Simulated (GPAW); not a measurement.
# Zn (P6_3/mmc) in GPAW: optical spectrum with PBE

Aim: the optical spectrum of Zn with PBE.

All numbers are computed with GPAW 26.7.0; they aren't measurements. Logs are shortened: lines on timing, memory, paths and dates and some standing lists are left out, and cuts for length are marked. The log counts tension as positive stress, the text compression.

**1. Starting point**

The structure is hexagonal, space group P6_3/mmc (No. 194). The conventional cell has a = 2.722 Å, b = 2.722 Å, c = 5.063 Å, α = 90.00°, β = 90.00°, γ = 120.00°. Around Zn (site symmetry -6m2) lie 12 Zn at 2.72 to 2.98 Å.

**2. Optical spectrum, PBE**

The input, run.py:

```python
from ase.dft.bandgap import bandgap
from ase.io import read, write
from gpaw import GPAW, PW
from gpaw.response.df import DielectricFunction

atoms = read('Zn.xyz')

calc = GPAW(mode=PW(500),
            xc='PBE',
            kpts={'size': (9, 9, 5), 'gamma': True},
            occupations={'name': 'fermi-dirac', 'width': 0.05},
            nbands=21,
            convergence={'density': 1e-06},
            maxiter=150,
            txt='gpaw.txt')
atoms.calc = calc
energy = atoms.get_potential_energy()
calc.write('gs.gpw')
write('result.traj', atoms)
print(f'Energy: {energy:.6f} eV')
print('Fermi level:', round(calc.get_fermi_level(), 4), 'eV')
print(f'Gap: {bandgap(calc)[0]:.4f} eV, direct: {bandgap(calc, direct=True)[0]:.4f} eV')

dense = calc.fixed_density(kpts={'size': (18, 18, 9), 'gamma': True},
                           nbands=38, convergence={'bands': 32, 'eigenstates': 1e-7},
                           update_fermi_level=True, txt='dense.txt')
dense.write('dense.gpw', mode='all')

df = DielectricFunction('dense.gpw', frequencies={'type': 'nonlinear', 'domega0': 0.05, 'omega2': 10},
                        eta=0.1, ecut=50, nbands=32, rate='eta', txt='df.txt')
for direction in ['x', 'z']:
    df.get_dielectric_function(xc='RPA', direction=direction, filename=f'df_{direction}.csv')
```

The input, Zn.xyz:

```xyz
2
Lattice="2.7223662359 0.0000000000 0.0000000000 -1.3611831179 2.3576383187 0.0000000000 0.0000000000 0.0000000000 5.0633972761" Properties=species:S:1:pos:R:3 pbc="T T T"
Zn     1.3611831181      0.7858794395      3.7975479571
Zn    -0.0000000001      1.5717588792      1.2658493190
```

Potentials or basis: GPAW PAW data sets (gpaw-data 1.2.1), pw.

On the command line:

```bash
$ OMP_NUM_THREADS=1 python run.py
```

gpaw.txt:

```text
__  _  _
 | _ |_)|_||  |
 |__||  | ||/\| - 26.7.0

Input parameters:
  mode=PW(ecut=500.0),
  convergence={'density': 1e-06},
  kpts=MonkhorstPack(size=(9, 9, 5), gamma=True),
  maxiter=150,
  nbands=21,
  occupations=Occupations(name='fermi-dirac', width=0.05),
  xc=XC(name='PBE')

Diagonalizing LCAO Hamiltonian
Converting LCAO to pw mode

          Zn

        Zn

Atoms  # Å, Bohr magnetons
|   | symbol |         x |        y |        z |    initial magnetic moments |
|---|--------|-----------|----------|----------|-----------------------------|
| 0 |     Zn |  1.361183 | 0.785879 | 3.797548 | ( 0.0000,  0.0000,  0.0000) |
| 1 |     Zn | -0.000000 | 1.571759 | 1.265849 | ( 0.0000,  0.0000,  0.0000) |

Unit cell  # Å
| periodic |         x |        y |        z |  lengths |     angles |
|----------|-----------|----------|----------|----------|------------|
|      yes |  2.722366 | 0.000000 | 0.000000 | 2.722366 |  90.000000 |
|      yes | -1.361183 | 2.357638 | 0.000000 | 2.722366 |  90.000000 |
|      yes |  0.000000 | 0.000000 | 5.063397 | 5.063397 | 120.000000 |

Number of symmetries: 12
Symmetry operations  # r_c * U_cc + t_c -> r_c
|    | kind |            matrix            |
|----|------|------------------------------|
|  0 |  σ   |  1, 1, 0,  0,-1, 0,  0, 0, 1 |
|  1 |  S6  |  1, 1, 0, -1, 0, 0,  0, 0,-1 |
|  2 |  E   |  1, 0, 0,  0, 1, 0,  0, 0, 1 |
|  3 |  C2  |  1, 0, 0, -1,-1, 0,  0, 0,-1 |
|  4 |  C2  |  0, 1, 0,  1, 0, 0,  0, 0,-1 |
|  5 |  C3  |  0, 1, 0, -1,-1, 0,  0, 0, 1 |
|  6 |  S6  |  0,-1, 0,  1, 1, 0,  0, 0,-1 |
|  7 |  σ   |  0,-1, 0, -1, 0, 0,  0, 0, 1 |
|  8 |  σ   | -1, 0, 0,  1, 1, 0,  0, 0, 1 |
|  9 |  i   | -1, 0, 0,  0,-1, 0,  0, 0,-1 |
| 10 |  C3  | -1,-1, 0,  1, 0, 0,  0, 0, 1 |
| 11 |  C2  | -1,-1, 0,  0, 1, 0,  0, 0,-1 |

BZ-sampling:
  Number of BZ points: 405
  Number of IBZ points: 50

  Monkhorst-Pack size: [9, 9, 5]
  Monkhorst-Pack shift: [0, 0, 0]

K-points  # in reciprocal-cell coordinates
|     |                                coordinates |     weight |
|-----|--------------------------------------------|------------|
|   0 | (  0.00000000,   0.00000000,   0.00000000) | 0.00246914 |
|   1 | (  0.00000000,   0.00000000,   0.20000000) | 0.00493827 |
|   2 | (  0.00000000,   0.00000000,   0.40000000) | 0.00493827 |
|   3 | (  0.11111111,   0.00000000,  -0.40000000) | 0.01481481 |
|   4 | (  0.11111111,   0.00000000,  -0.20000000) | 0.01481481 |
|   5 | (  0.11111111,   0.00000000,   0.00000000) | 0.01481481 |
|   6 | (  0.11111111,   0.00000000,   0.20000000) | 0.01481481 |
|   7 | (  0.11111111,   0.00000000,   0.40000000) | 0.01481481 |
|   8 | (  0.22222222,  -0.11111111,   0.00000000) | 0.01481481 |
|   9 | (  0.22222222,  -0.11111111,   0.20000000) | 0.02962963 |
| ... |                                            |            |
|  49 | (  0.44444444,   0.44444444,   0.40000000) | 0.02962963 |

Plane wave coefficients: 855
Cutoff: 500.0 eV

Spin-components: 1 (collinear spins)
Bands:           21
Projectors:      12
Spin-degeneracy: 2
Datatype:        complex128

Parallelization:
  kpt:    1
  domain: 1
  band:   1

Density:
  Valence electrons: 24.0
  Components: 1
  Grid points: [15 15 27]
  Charge: 0.0  # |e|

Potential:
  Grid points: [15 15 27]

species:
  Zn:
    name:    Zinc
    Z:       30.0
    valence: 12
    core:    18
    charge:  0.0  # [|e|]
    compensation charges:
      type: gauss
      rc: 0.37  # [Å]
      lmax: 2
    cutoffs:
      filter: 2.14  # [Å]
      core: 2.28  # [Å]
    projectors
    | kind |    occ | energy [eV] | rcut [Å] |
    |------|--------|-------------|----------|
    |   4s |  2.000 |      -5.977 |    1.286 |
    |   4p |  0.000 |      -1.117 |    1.270 |
    |   3d | 10.000 |     -10.142 |    1.180 |
    |    s |        |      21.234 |    1.286 |
    |    p |        |      26.095 |    1.270 |
    |    d |        |      17.070 |    1.180 |

    Using partial waves for Zn as LCAO basis

Reference energy: -97722.653306  # eV

eigensolver:
  PPCG
  Converge bands: occupied
  niter=2

density mixing:
  MSR1-Mixer
  Pratt-step length: 0.05
  Maximum mixing coefficient: 0.75
  Old densities: 10
  SVD Regularization: 0.005
  Good broyden scale: 1.0
  Trust region scale: 1.0
  Backstep threshold: 4.0
  History deletion threshold: 6.0
  Fourier metric: weight=20.0, sigma=0.015

occupation numbers:
  Fermi-Dirac:
    width: 0.0500  # eV

poisson solver:
  ecut: 4000.0  # eV

xc functional:
  name: PBE with 2 nearest neighbor stencil

convergence criteria:
- Maximum integral of absolute [dens]ity change: 1e-06 electrons / valence electron
- Maximum [total energy] change in last 3 cyles: 0.0005 eV / valence electron
- Maximum integral of absolute [eigenst]ate change: 4e-08 eV^2 / valence electron
maximum number of iterations: 150

SCF iterations
|iter     | |      energy | eigst |  dens |
|---------|-|-------------|-------|-------|
|iter:   1| |   -2.439209 | +0.06 |       |
|iter:   2| |   -2.397414 | -2.78 | -1.42 |
|iter:   3| |   -2.300583 | -1.78 | -1.46 |
|iter:   4| |   -2.305062 | -3.21 | -1.90 |
|iter:   5| |   -2.305642c| -3.24 | -2.28 |
|iter:   6| |   -2.305699c| -5.00 | -3.68 |
|iter:   7| |   -2.305713c| -5.87 | -3.81 |
|iter:   8| |   -2.305713c| -7.48c| -4.52 |
|iter:   9| |   -2.305713c| -8.48c| -4.95 |
|iter:  10| |   -2.305713c| -8.95c| -5.35 |
|iter:  11| |   -2.305713c| -8.90c| -6.16c|

Converged in 11 steps
Energy contributions relative to reference atoms: (reference = -97722.653306)

Energy contributions:
  Kinetic:          -4.336939
  Coulomb:           6.879359
  Zero:             -0.043410
  External:          0.000000
  Xc:               -4.800214
  Entropy:          -0.009017
  Spinorbit:         0.000000
  ----------------------------
  Free energy:      -2.310222
  Extrapolated:     -2.305713

dipole moment: (-0.000000, -0.000000, -0.000000)  # |e|*Ang

Fermi level: 6.256
Eigenvalues  # (at kpt = [0.000, 0.000, 0.000])
| band index |      eig [eV] | occ [0-2] |
|------------|---------------|-----------|
|          0 |        -3.900 |     2.000 |
|        ... |               |           |
|          5 |        -1.459 |     2.000 |
|          6 |        -1.459 |     2.000 |
|          7 |        -1.166 |     2.000 |
|          8 |        -1.166 |     2.000 |
|          9 |        -0.984 |     2.000 |
|         10 |        -0.984 |     2.000 |
[... 8 lines left out ...]
|         19 |        24.527 |     0.000 |
|         20 |        25.591 |     0.000 |

No gap
No difference between direct/indirect transitions
# Writing to gs.gpw (mode='')
```

It took 4.3 min on 1 thread of Arm Neoverse V2, shared host; peak memory 0.45 GiB.

Results:

- Free energy: -2.3102 eV
- Band gap on the k mesh: none (metal or under the smearing width)

Dielectric function (mean over the directions given):
```
energy (eV)  real part  imaginary part
       0.67    -136.03           64.21
       1.54     -53.15           69.15
       2.54     -26.38            8.82
       3.56     -14.66            2.73
       4.44      -8.31            1.42
       5.38      -4.84            0.95
       6.39      -3.10            0.49
       7.38      -1.61            0.68
       8.25      -1.13            0.77
       9.27      -0.85            0.83
      10.26      -0.54            0.74
      11.31      -0.38            0.58
      12.19      -0.17            0.47
      13.24      -0.01            0.48
      14.22       0.13            0.44
      15.26       0.24            0.43
      16.21       0.32            0.44
      17.36       0.29            0.46
      18.58       0.28            0.33
      19.87       0.41            0.25
```

Caveat: the intraband term hangs on this k mesh; the long-wavelength limit can be off by several per cent where d states take part; independent-particle spectra lack excitons.
